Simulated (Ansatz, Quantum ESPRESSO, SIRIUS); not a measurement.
**Sb: programs and potentials compared**

```
Sb
1.0
     0.00000    2.37124    2.37124
     2.37124    0.00000    2.37124
     2.37124    2.37124    0.00000
Sb
1
Direct
  0.00000 0.00000 0.00000
```

This isn't the form of Sb at room conditions, which is rhombohedral.

Alike in all runs: task single point; functional PBEsol; k mesh 10 × 10 × 10; occupations fermi-dirac, width 0.05 eV; no spin polarisation; no spin-orbit coupling. Pressure is positive in compression and, in plane waves, holds the error of the finite cutoff, which Ansatz's Pulay term estimates and takes out.

```csv
program and potentials,plane-wave cutoff (eV),notes,band gap (eV),pressure (GPa)
"Ansatz, Ansatz PAW",420,"potentials made for PBE, which Ansatz adapts in part; Pulay term of +0.04 GPa included",no gap,-1.20
"Quantum ESPRESSO, GBRV 1.5 PBEsol",612,-,no gap,-1.34
"SIRIUS, PseudoDojo 0.4.1 PBEsol standard (scalar relativistic)",1102,-,no gap,-1.18
"Ansatz, all-electron LAPW, scalar-relativistic",-,-,no gap,-1.19
```

None finds a gap. The pressure spans -1.34 (Quantum ESPRESSO, GBRV 1.5 PBEsol) to -1.18 GPa (SIRIUS, PseudoDojo 0.4.1 PBEsol standard (scalar relativistic)), with all-electron results at -1.19.

The functional is the same throughout but for its coding, so the spread measures potentials, basis and numerics; runs on potential files found faulty are left out.
